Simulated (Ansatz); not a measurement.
# Rh: relaxation of cell and atoms with PBEsol

Rh:

```
Rh
1.0
     2.73098    0.00000    0.00000
    -1.36549    2.36510    0.00000
     0.00000    0.00000    4.42849
Rh
2
Direct
  0.33333 0.66667 0.25000
  0.66667 0.33333 0.75000
```

This isn't the form of Rh at room conditions, which is fcc.

```
Program             : Ansatz 0.2.0
Task                : relaxation of cell and atoms
Functional          : PBEsol
Potentials or basis : all-electron LAPW, scalar-relativistic
Basis error allowed : 0.001 eV/atom
k mesh              : 11 × 11 × 6
Occupations         : fermi-dirac, width 0.05 eV
Spin                : no spin polarisation
Target pressure     : 5 GPa
```

```
Relaxed volume                                         : 13.34 Å³/atom
Relaxed cell                                           : a = 2.671 Å, b = 2.671 Å, c = 4.317 Å, α = 90.00°, β = 90.00°, γ = 120.00°
Space group after relaxing (to 0.05 Å)                 : P6_3/mmc (No. 194)
Energy change on relaxing (the enthalpy is what falls) : -30.4 meV/atom
Ionic steps                                            : 5
Pressure after relaxing                                : 5.0 GPa
```

Step by step:
```tsv
step	energy change (eV)	largest force (eV/Å)	volume (Å³)
1	0.0000	0.0000	28.60
2	-0.0666	0.0000	26.94
3	-0.0610	0.0000	26.68
4	-0.0608	0.0000	26.67
5	-0.0608	0.0000	26.67
```

Final structure:
```
Rh
1.0
     2.67088    0.00000    0.00000
    -1.33544    2.31305    0.00000
     0.00000    0.00000    4.31722
Rh
2
Cartesian
  0.0000 1.5420 1.0793
  1.3354 0.7710 3.2379
```

It took 68 s on 1 thread of Arm Neoverse V2 (shared host), peak memory 0.38 GiB.
